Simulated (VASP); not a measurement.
KBr:

```
K Br
1.0
     0.00000    3.30244    3.30244
     3.30244    0.00000    3.30244
     3.30244    3.30244    0.00000
K Br
1 1
Cartesian
  0.0000 0.0000 0.0000
  3.3024 3.3024 3.3024
```

Base run:

| Item | Value |
| --- | --- |
| Program | VASP 6.6.1 |
| Functional | PBE |
| Potentials or basis | VASP PAW PBE potentials, release 64 (K_sv, Br) |
| Cutoff | 520 eV |
| k mesh | 4 × 4 × 4 |
| Occupations | gaussian, width 0.01 eV |
| Spin | no spin polarisation |

Its results: band gap on the k mesh 4.43 eV, direct; pressure 0.7 GPa.

Problem. The run is repeated on the same cell with these changes: functional from PBE to LDA; potentials or basis from VASP PAW PBE potentials, release 64 (K_sv, Br) to VASP PAW LDA potentials, release 64 (K_sv, Br). What comes out?

Solution. Band gap on the k mesh 4.03 eV, direct; pressure -1.6 GPa.

